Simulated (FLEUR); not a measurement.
# Ni (c factor at fixed volume 1.25 on the database's cell): anisotropy by force theorems

Aim: the anisotropy of Ni (c factor at fixed volume 1.25 on the database's cell) from single passes in the potential of one collinear state.

Program: FLEUR MaX-R8.1. Level of theory: PBE; all-electron FLAPW, Dirac cores, scalar-relativistic bands. Results are calculated unless marked as measured.

Report form: the programs' logs are mostly left out.

This is not the structure that Ni takes at ambient pressure and room temperature (fcc); it is a model or a phase of other conditions.

**1. Starting point**

It takes space group I4/mmm (No. 139, tetragonal). The conventional cell has a = 2.229 Å, b = 2.229 Å, c = 4.405 Å, α = 90.00°, β = 90.00°, γ = 90.00°. Ni has 4 Ni at 2.23 Å nearest.

The cell is strained on purpose: c factor at fixed volume 1.25 on the database's cell.

**2. The magnetic state**

The force theorems are single passes in this state's potential, so it has to be converged first.

No symmetry is used, so that later steps may turn the spins freely; k and −k are joined. inpgen writes inp.xml from crystal.txt; cutoffs, mixing, functional, smearing and local orbitals are then set in the file. The k list scf (kpts.xml, not shown) is a Γ-centred 14×14×14 mesh; where the ranks do not divide the number of points, some are split in two of half the weight.

Contents of inp.xml:

```
<?xml version="1.0" encoding="UTF-8" standalone="no"?>
<fleurInput fleurInputVersion="0.39">
   <comment>
      Ni
   </comment>
   <calculationSetup>
      <cutoffs Kmax="4.0" Gmax="12.0" GmaxXC="12.0" numbands="0"/>
      <scfLoop itmax="110" minDistance="0.00002" maxIterBroyd="15" imix="Anderson" alpha="0.05" precondParam="0.0" spinf="2.0" sdNocoIR="T"/>
      <coreElectrons ctail="F" frcor="F" kcrel="0" coretail_lmax="0"/>
      <xcFunctional name="pbe" relativisticCorrections="F"/>
      <magnetism jspins="2" l_noco="F" l_ss="F">
         <qss>0.0 0.0 0.0</qss>
         <mtNocoParams l_mperp="F" l_mtNocoPot="F" l_relaxSQA="F" mag_mixing_scheme="0" mix_RelaxWeightOffD="1.0" l_constrained="F" mix_constr="1.0"/>
         <sourceFreeMag l_sourceFree="F" l_scaleMag="F" mag_scale="1.0"/>
      </magnetism>
      <soc l_soc="F" theta="0.0" phi="0.0" spav="F"/>
      <expertModes spex="0" secvar="F"/>
      <geometryOptimization l_f="F" forcealpha="1.0" forcemix="BFGS" epsdisp="0.00001" epsforce="0.00001"/>
      <ldaU l_linMix="F" mixParam="0.05" spinf="1.0"/>
   </calculationSetup>
   <cell>
      <bzIntegration valenceElectrons="18.0" mode="hist" fermiSmearingEnergy="0.00183747">
         <kPointListSelection listName="scf"/>
         <xi:include xmlns:xi="http://www.w3.org/2001/XInclude" href="kpts.xml"> </xi:include>
      </bzIntegration>
      <xi:include xmlns:xi="http://www.w3.org/2001/XInclude" href="sym.xml"> </xi:include>
      <bulkLattice scale="1.0">
         <bravaisMatrix>
            <row-1>    0.0000000000000000     2.9780620508757720     4.1619682491838761</row-1>
            <row-2>    2.9780620508757720     0.0000000000000000     4.1619682491838761</row-2>
            <row-3>    2.9780620508757720     2.9780620508757720     0.0000000000000000</row-3>
         </bravaisMatrix>
      </bulkLattice>
   </cell>
   <atomSpecies>
      <species name="Nickel (Ni1.000" element="Ni" atomicNumber="28">
         <mtSphere radius="2.05" gridPoints="677" logIncrement="0.018"/>
         <atomicCutoffs lmax="8" lnonsphr="6"/>
         <electronConfig flipSpins="F">
            <coreConfig>(1s1/2) (2s1/2) (2p1/2) (2p3/2)</coreConfig>
            <valenceConfig>(3s1/2) (3p1/2) (3p3/2) (4s1/2) (3d3/2) (3d5/2)</valenceConfig>
            <stateOccupation state="(3d3/2)" spinUp="1.6" spinDown="1.6"/>
            <stateOccupation state="(3d5/2)" spinUp="2.9" spinDown="1.9"/>
         </electronConfig>
         <energyParameters s="4" p="4" d="3" f="4"/>
         <lo type="SCLO" l="0" n="3" eDeriv="0"/>
         <lo type="SCLO" l="1" n="3" eDeriv="0"/>
      </species>
   </atomSpecies>
   <atomGroups>
      <atomGroup species="Nickel (Ni1.000">
         <relPos label="                   1">.0000000000 .0000000000 .0000000000</relPos>
         <force calculate="T" relaxXYZ="TTT"/>
         <nocoParams  alpha="0.0" beta="0.0"/>
      </atomGroup>
   </atomGroups>
   <output dos="F" band="F" slice="F">
      <bandDOS minEnergy="-.5*Htr" maxEnergy="0.5*Htr" sigma="0.015" storeEVData="T"/>
      <plotting iplot="0" polar="F">
         <plot TwoD="T" vec1="  1.0  0.0  0.0" vec2="  0.0  1.0  0.0" vec3="  0.0  0.0  1.0" zero="  0.0  0.0  0.0" file="plot"/>
      </plotting>
      <moessbauerParams electricFieldGradient="F" isomerShift="F" coreHyperfine="F" valenceHyperfine="F"/>
   </output>
</fleurInput>
```

Contents of crystal.txt:

```
Ni
&input film=F cartesian=F /
0.00000000000  1.57592257000  2.20241875000
1.57592257000  0.00000000000  2.20241875000
1.57592257000  1.57592257000  0.00000000000
1.8897261246
1.0 1.0 1.0

1
28 0.00000000000  0.00000000000  0.00000000000 : 1.000

&kpt div1=14 div2=14 div3=14 gamma=T /
```

Started as:

```sh
> OMP_NUM_THREADS=1 inpgen -f crystal.txt -nosym -noco > inpgen.log  # inp.xml is then edited as shown
> OMP_NUM_THREADS=1 mpirun -n 4 fleur_MPI > fleur.log
```

Run time: 89 s. Hardware: 4 MPI ranks of Arm Neoverse V2, shared host; peak memory 0.35 GiB; 5.9 min of CPU time.

This step gave:

```
free energy                                                       : -41383.4524 eV
program's band gap on this mesh (in a metal only a level spacing) : 3.61e-8 eV
magnetization                                                     : 0.5295 μB
final state                                                       : ferromagnetic
largest moment                                                    : 0.5557 μB
```

After 23 cycles the largest moment stands at 0.556 μB.

**3. Anisotropy by the force theorem, rung 1**

Anisotropy is a small difference, so it is taken from sums over occupied states at a frozen potential, where most errors cancel.

One pass with spin–orbit coupling for each direction, from the saved density. Inversion lets half of the mesh serve, which the program's warning doesn't know. The k list mae (kpts.xml, not shown) is a Γ-centred 19×19×19 mesh.

inp.xml: that of step 2 with these lines changed.

```diff
@@ -6,4 +6,4 @@
    <calculationSetup>
-      <cutoffs Kmax="4.0" Gmax="12.0" GmaxXC="12.0" numbands="0"/>
-      <scfLoop itmax="110" minDistance="0.00002" maxIterBroyd="15" imix="Anderson" alpha="0.05" precondParam="0.0" spinf="2.0" sdNocoIR="T"/>
+      <cutoffs Kmax="4.0" Gmax="12.0" GmaxXC="12.0" numbands="38"/>
+      <scfLoop itmax="1" minDistance="0.00002" maxIterBroyd="15" imix="Anderson" alpha="0.05" precondParam="0.0" spinf="2.0" sdNocoIR="T"/>
       <coreElectrons ctail="F" frcor="F" kcrel="0" coretail_lmax="0"/>
@@ -15,3 +15,3 @@
       </magnetism>
-      <soc l_soc="F" theta="0.0" phi="0.0" spav="F"/>
+      <soc l_soc="T" theta="0.0" phi="0.0" spav="F"/>
       <expertModes spex="0" secvar="F"/>
@@ -22,3 +22,3 @@
       <bzIntegration valenceElectrons="18.0" mode="hist" fermiSmearingEnergy="0.00183747">
-         <kPointListSelection listName="scf"/>
+         <kPointListSelection listName="mae"/>
          <xi:include xmlns:xi="http://www.w3.org/2001/XInclude" href="kpts.xml"> </xi:include>
@@ -63,2 +63,5 @@
    </output>
+   <forceTheorem>
+      <MAE theta="0.0 1.5707963 1.5707963 0.7853982" phi="0.0 -0.7853982 0.0 -0.7853982"/>
+   </forceTheorem>
 </fleurInput>
```

Started as:

```sh
> OMP_NUM_THREADS=1 mpirun -n 4 fleur_MPI -warn_only > fleur.log
```

Run time: 47 s. Hardware: 4 MPI ranks; peak memory 1 GiB.

Anisotropy energies, by row:

```tsv
axis	x	y	z	band energy less the first axis' (meV a cell)
[001]	0	0	1	0
[100]	0.7071	-0.7071	0	-0.06675
[110]	1	0	0	-0.06596
45 degrees from [001] toward [100]	0.5	-0.5	0.7071	-0.03401
```

Indices are those of the standard conventional cell; x, y, z give the same directions in the axes of the input.

**4. Anisotropy by the force theorem, rung 2**

A second rung shows how far the first can be trusted.

The k list mae (kpts.xml, not shown) is a Γ-centred 28×28×28 mesh.

inp.xml is that of step 3.

Wall time 2.5 min (4 MPI ranks); peak memory 2.9 GiB; 9.9 min of CPU time.

Anisotropy energies, by row:

```tsv
axis	x	y	z	band energy less the first axis' (meV a cell)
[001]	0	0	1	0
[100]	0.7071	-0.7071	0	-0.1032
[110]	1	0	0	-0.1033
45 degrees from [001] toward [100]	0.5	-0.5	0.7071	-0.05154
```

**5. Spin–orbit coupling, moments along [001]**

Spin–orbit coupling ties the spins to the lattice and lets orbital moments form.

A new self-consistent run of the start ferro +, with the moments along z. The k list default-1 (kpts.xml, not shown) is a Γ-centred 28×28×28 mesh.

inp.xml: that of step 2 with these lines changed.

```diff
@@ -6,12 +6,8 @@
    <calculationSetup>
-      <cutoffs Kmax="4.0" Gmax="12.0" GmaxXC="12.0" numbands="0"/>
+      <cutoffs Kmax="4.0" Gmax="12.0" GmaxXC="12.0" numbands="38"/>
       <scfLoop itmax="110" minDistance="0.00002" maxIterBroyd="15" imix="Anderson" alpha="0.05" precondParam="0.0" spinf="2.0" sdNocoIR="T"/>
-      <coreElectrons ctail="F" frcor="F" kcrel="0" coretail_lmax="0"/>
+      <coreElectrons ctail="T" frcor="F" kcrel="0" coretail_lmax="0"/>
       <xcFunctional name="pbe" relativisticCorrections="F"/>
-      <magnetism jspins="2" l_noco="F" l_ss="F">
-         <qss>0.0 0.0 0.0</qss>
-         <mtNocoParams l_mperp="F" l_mtNocoPot="F" l_relaxSQA="F" mag_mixing_scheme="0" mix_RelaxWeightOffD="1.0" l_constrained="F" mix_constr="1.0"/>
-         <sourceFreeMag l_sourceFree="F" l_scaleMag="F" mag_scale="1.0"/>
-      </magnetism>
-      <soc l_soc="F" theta="0.0" phi="0.0" spav="F"/>
+      <magnetism jspins="2"/>
+      <soc l_soc="T" theta="0.0" phi="0.0" spav="F"/>
       <expertModes spex="0" secvar="F"/>
@@ -22,3 +18,3 @@
       <bzIntegration valenceElectrons="18.0" mode="hist" fermiSmearingEnergy="0.00183747">
-         <kPointListSelection listName="scf"/>
+         <kPointListSelection listName="default-1"/>
          <xi:include xmlns:xi="http://www.w3.org/2001/XInclude" href="kpts.xml"> </xi:include>
@@ -53,3 +49,2 @@
          <force calculate="T" relaxXYZ="TTT"/>
-         <nocoParams  alpha="0.0" beta="0.0"/>
       </atomGroup>
```

crystal.txt: that of step 2 with these lines changed.

```diff
@@ -11,2 +11,3 @@
 
-&kpt div1=14 div2=14 div3=14 gamma=T /
+&soc 0.0000000 0.0000000 /
+&kpt div1=28 div2=28 div3=28 gamma=T /
```

Started as:

```sh
> OMP_NUM_THREADS=1 inpgen -f crystal.txt > inpgen.log  # inp.xml is then edited as shown
> OMP_NUM_THREADS=1 mpirun -n 4 fleur_MPI > fleur.log
```

Elapsed: 4.8 min, on 4 MPI ranks; peak memory 0.87 GiB.

This step gave:

| Quantity | Value |
| --- | --- |
| free energy | -41383.4788 eV |
| program's band gap on this mesh (in a metal only a level spacing) | 3.06e-4 eV |
| magnetization | 0.4878 μB |
| final state | ferromagnetic |
| largest moment | 0.5125 μB |
| orbital moment along the spin | 0.03235 μB |

Orbital moment in the sphere, along the spin axis by atom:

```tsv
atom	orbital moment in the sphere, along the spin axis (μB)
Ni1	0.0323
```

**6. Results**

```
reference state                                                             : ferromagnetic
largest sphere moment                                                       : 0.556 μB
easy direction of those tried                                               : the plane normal to [001]
energy along [100] less [001], force theorem                                : -0.103 meV a primitive cell
orbital moment on the atom of largest spin, along its spin (spin–orbit run) : 0.0323 μB
```

By the force theorem the moments prefer the plane normal to [001], with no direction in it resolved; shape anisotropy is not in it. The difference for the second direction goes from -0.067 meV (mesh 19×19×19, 38 states, 3.1 min of CPU time) to -0.10 meV (mesh 28×28×28, 38 states, 9.9 min), so it is not converged. On the atom of largest spin the orbital moment is almost quenched. The state was typed, and no other order was converged beside it, so it need not be the ground state.

[Logs and program files are shortened in this print: banners, set-up blocks, solver, clock and traceback lines can be left out without a mark of their own.]

[Logs are printed without paths, hosts, clocks, repeated set-up lines and the standing remarks that a program may print on its own settings, such as how far it seeks lower states.]

[Hosts, paths, dates, database ids (printed as entryN), source tags and the programs' standing remarks are cut or masked in the printed files.]

[Where a cell is said to come from a database of computed structures, the database is the Materials Project.]
